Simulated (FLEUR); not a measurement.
# EuS (Fm-3m) in FLEUR: single point with PBEsol

Aim: the single point of EuS with PBEsol.

Everything below comes from runs of FLEUR MaX-R8.1 (later development tree). Logs are shortened: lines on timing, memory, paths and dates and some standing lists are left out, and cuts for length are marked.

**What was measured.**

“Crystal-field mediated electronic transitions of EuS up to 35 GPa”, 2022, pmc:8786971 reports, for a powder of EuS at 300 K: band gap 1.72 eV (optical).

The runs below are set against these values where they give the same quantity.

### 1 The structure

The structure is cubic, space group Fm-3m (No. 225). The conventional cell has a = 5.957 Å, b = 5.957 Å, c = 5.957 Å, α = 90.00°, β = 90.00°, γ = 90.00°. Around Eu (site symmetry m-3m) lie 6 S at 2.98 Å. S (site symmetry m-3m) has 6 Eu at 2.98 Å as nearest neighbours.

### 2 Single point, PBEsol, collinear spin, ferromagnetic start

Input file inp.xml:

```xml
<?xml version="1.0" encoding="UTF-8" standalone="no"?>
<fleurInput fleurInputVersion="0.39">
   <comment>
      EuS                                                                                                 
   </comment>
   <calculationSetup>
      <cutoffs Kmax="4.52" Gmax="14.0" GmaxXC="14.0" numbands="0"/>
      <scfLoop itmax="60" minDistance="0.00001" maxIterBroyd="15" imix="Anderson" alpha="0.05" precondParam="0.0" spinf="2.0" sdNocoIR="T"/>
      <coreElectrons ctail="T" frcor="F" kcrel="0" coretail_lmax="0"/>
      <xcFunctional name="PBEs" relativisticCorrections="F"/>
      <magnetism jspins="2"/>
      <soc l_soc="F" theta="0.0" phi="0.0" spav="F"/>
      <expertModes spex="0" secvar="F"/>
      <geometryOptimization l_f="F" forcealpha="1.0" forcemix="BFGS" epsdisp="0.00001" epsforce="0.00001"/>
      <ldaU l_linMix="F" mixParam="0.05" spinf="1.0"/>
   </calculationSetup>
   <cell>
      <bzIntegration valenceElectrons="23.0" mode="hist" fermiSmearingEnergy="0.00183747">
         <kPointListSelection listName="default-1"/>
         <!-- k-points included here -->
         <xi:include xmlns:xi="http://www.w3.org/2001/XInclude" href="kpts.xml"> </xi:include>
      </bzIntegration>
      <!-- symmetry operations included here -->
      <xi:include xmlns:xi="http://www.w3.org/2001/XInclude" href="sym.xml"> </xi:include>
      <bulkLattice scale="1.0">
         <bravaisMatrix>
            <row-1>    0.0000000000000000     5.6285492621210995     5.6285492621210995</row-1>
            <row-2>    5.6285492621210995     0.0000000000000000     5.6285492621210995</row-2>
            <row-3>    5.6285492621210995     5.6285492621210995     0.0000000000000000</row-3>
         </bravaisMatrix>
      </bulkLattice>
   </cell>
   <atomSpecies>
      <species name="Europium (7.000" element="Eu" atomicNumber="63">
         <mtSphere radius="2.66" gridPoints="879" logIncrement="0.015"/>
         <atomicCutoffs lmax="10" lnonsphr="10"/>
         <electronConfig flipSpins="F">
            <coreConfig>(1s1/2) (2s1/2) (2p1/2) (2p3/2) (3s1/2) (3p1/2) (3p3/2) (4s1/2) (3d3/2) (3d5/2) (4p1/2) (4p3/2) (4d3/2) (4d5/2)</coreConfig>
            <valenceConfig>(5s1/2) (5p1/2) (5p3/2) (6s1/2) (4f5/2) (4f7/2)</valenceConfig>
            <stateOccupation state="(4f5/2)" spinUp="3.0" spinDown="0.0"/>
            <stateOccupation state="(4f7/2)" spinUp="4.0" spinDown="0.0"/>
         </electronConfig>
         <energyParameters s="6" p="5" d="5" f="4"/>
         <lo type="SCLO" l="0" n="5" eDeriv="0"/>
         <lo type="HELO" l="1" n="6" eDeriv="0"/>
         <lo type="HELO" l="1" n="6" eDeriv="1"/>
         <lo type="SCLO" l="2" n="5" eDeriv="2"/>
         <lo type="SCLO" l="3" n="4" eDeriv="2"/>
      </species>
      <species name="Sulfur (S)" element="S" atomicNumber="16">
         <mtSphere radius="2.17" gridPoints="737" logIncrement="0.016"/>
         <atomicCutoffs lmax="9" lnonsphr="9"/>
         <electronConfig flipSpins="F">
            <coreConfig>(1s1/2) (2s1/2) (2p1/2) (2p3/2)</coreConfig>
            <valenceConfig>(3s1/2) (3p1/2) (3p3/2)</valenceConfig>
            <stateOccupation state="(3p1/2)" spinUp="0.666667" spinDown="0.666667"/>
            <stateOccupation state="(3p3/2)" spinUp="1.333333" spinDown="1.333333"/>
         </electronConfig>
         <energyParameters s="3" p="3" d="3" f="4"/>
         <lo type="SCLO" l="0" n="3" eDeriv="2"/>
         <lo type="SCLO" l="1" n="3" eDeriv="2"/>
         <lo type="SCLO" l="2" n="3" eDeriv="2"/>
         <lo type="SCLO" l="3" n="4" eDeriv="2"/>
      </species>
   </atomSpecies>
   <atomGroups>
      <atomGroup species="Europium (7.000">
         <relPos label="                   1">.0000000000 .0000000000 .0000000000</relPos>
         <force calculate="T" relaxXYZ="TTT"/>
      </atomGroup>
      <atomGroup species="Sulfur (S)">
         <relPos label="                   2">1.000/2.000 1.000/2.000 1.000/2.000</relPos>
         <force calculate="T" relaxXYZ="TTT"/>
      </atomGroup>
   </atomGroups>
   <output dos="F" band="F" slice="F">
      <checks vchk="F" cdinf="F"/>
      <bandDOS minEnergy="-.5*Htr" maxEnergy="0.5*Htr" sigma="0.015" storeEVData="T"/>
      <vacuumDOS vacdos="F" integ="F" star="F" nstars="0" locx1="0.0" locy1="0.0" locx2="0.0" locy2="0.0" nstm="0" tworkf="0.0"/>
      <unfoldingBand unfoldBand="F" supercellX="1" supercellY="1" supercellZ="1"/>
      <plotting iplot="0" polar="F">
         <plot TwoD="T" vec1="  1.0  0.0  0.0" vec2="  0.0  1.0  0.0" vec3="  0.0  0.0  1.0" zero="  0.0  0.0  0.0" file="plot"/>
      </plotting>
      <chargeDensitySlicing numkpt="0" minEigenval="0.0" maxEigenval="0.0" nnne="0" pallst="F"/>
      <specialOutput eonly="F"/>
      <moessbauerParams electricFieldGradient="T" isomerShift="T" coreHyperfine="T" valenceHyperfine="T"/>
      <magneticCircularDichroism mcd="F" energyLo="-10.0" energyUp="0.0"/>
   </output>
  <!-- We include the file relax.xml here to enable relaxations (see documentation) -->
  <xi:include xmlns:xi="http://www.w3.org/2001/XInclude" href="relax.xml"> <xi:fallback/> </xi:include>
</fleurInput>
```

Input file crystal.txt:

```
EuS
&input cartesian=F /
0.0000000000  2.9785000000  2.9785000000
2.9785000000  0.0000000000  2.9785000000
2.9785000000  2.9785000000  0.0000000000
1.8897261246
1.0 1.0 1.0

2
63 0.0000000000  0.0000000000  0.0000000000 : 7.000
16 0.5000000000  0.5000000000  0.5000000000

&kpt div1=8 div2=8 div3=8 gamma=T /
```

Potentials or basis: all-electron, FLAPW.

On the command line:

```bash
> inpgen -f crystal.txt -profile fastHighL
> # inp.xml edited to the form shown
> fleur_MPI
```

Output:

```text
Welcome to FLEUR        (www.flapw.de)
      MaX-Release 8.1          (www.max-centre.eu)

 ========== k-point set info ==========
 Selected k-point list: default-1
 k-point list type: mesh
 8 x 8 x 8
 Number of k points: 29

 ------------Calculation Setup---------------------------
 Number of MPI-tasks      :            1
 Number of PE/node        :            1
 Number of OMP-threads    :            1
 Most efficient MPI parallelization for:
           1          29
 Additional eigenvalue parallelization possible
 Number of basis functions:          638
 Approximate size of matrices (H+S) per k-point:         0.006 GB
 --------------------------------------------------------
 Iteration:     1   Distance:      28.95802243 me/bohr^3
 Iteration:     2   Distance:       8.12408009 me/bohr^3
 Iteration:     3   Distance:       4.86663395 me/bohr^3
 Iteration:     4   Distance:       5.71972182 me/bohr^3
 Iteration:     5   Distance:       3.06665291 me/bohr^3
 Iteration:     6   Distance:       3.30094850 me/bohr^3
 Iteration:     7   Distance:       0.96280920 me/bohr^3
 Iteration:     8   Distance:       0.76348226 me/bohr^3
 Iteration:     9   Distance:       0.09973310 me/bohr^3
 Iteration:    10   Distance:       0.09725157 me/bohr^3
 Iteration:    11   Distance:       0.10146696 me/bohr^3
 Iteration:    12   Distance:       0.08612400 me/bohr^3
 Iteration:    13   Distance:       0.02177202 me/bohr^3
 Iteration:    14   Distance:       0.02021865 me/bohr^3
 Iteration:    15   Distance:       0.00101500 me/bohr^3
 Iteration:    16   Distance:       0.00076038 me/bohr^3
 Iteration:    17   Distance:       0.00035889 me/bohr^3
 Iteration:    18   Distance:       0.00013261 me/bohr^3
 Iteration:    19   Distance:       0.00004446 me/bohr^3
 Iteration:    20   Distance:       0.00007883 me/bohr^3
 Iteration:    21   Distance:       0.00001292 me/bohr^3
 Iteration:    22   Distance:       0.00001913 me/bohr^3
 Iteration:    23   Distance:       0.00000224 me/bohr^3

 ********************************************************************
 Run finished successfully
 Stop message:
   all done
 ********************************************************************
```

Wall time 3.7 min (1 thread of Arm Neoverse V1, shared host); peak memory 0.08 GiB.

What came out:

* Free energy: -306059.1367 eV
* Band gap on the k mesh: none (metal or under the smearing width)
* Net moment: 6.98 μB per cell
* Site moments: Eu +6.78; S -0.07 μB
* Valence electrons inside the program's atomic spheres: Eu 14.83; S 4.44 (radii Eu 2.66, S 2.17 bohr)

Core levels (eV from the Fermi level):
```csv
atom,levels
1 Eu,"1s1/2 -48297.0, 2s1/2 -7923.5, 2p1/2 -7517.1, 2p3/2 -6869.5, 3s1/2 -1740.8, 3p1/2 -1565.3, 3p3/2 -1433.4, 4s1/2 -344.0, 3d3/2 -1129.4, 3d5/2 -1100.7, 4p1/2 -276.3, 4p3/2 -247.1, 4d3/2 -135.6, 4d5/2 -130.3"
2 S,"1s1/2 -2395.7, 2s1/2 -205.5, 2p1/2 -151.4, 2p3/2 -150.2"
```

Caveat: spin-orbit coupling is left out, which moves the levels of the heavy elements; a cell with one magnetic atom can't hold antiferromagnetic order, which such compounds often take; without U or exact exchange the open f shell lies at the Fermi level, which spoils levels, moments and volumes. The state reached can hang on the start; a lower one may exist.

### 3 Against experiment

Step 2. A measured gap of EuS is 1.72 eV (optical; 300 K; powder; “Crystal-field mediated electronic transitions of EuS up to 35 GPa”, 2022, pmc:8786971); the calculated 0.00 eV misses it by -1.72 eV. So large a miss can be the level of theory's own, or it may mean another phase, state or a wrong row. Spin-orbit coupling on Eu is left out. The value is that of PBEsol on a finite k mesh, which can miss the band edges, without temperature or zero-point motion. Semilocal functionals fall short of measured gaps as a rule. The run's magnetic order (collinear spin, ferromagnetic start) needn't be the measured crystal's.
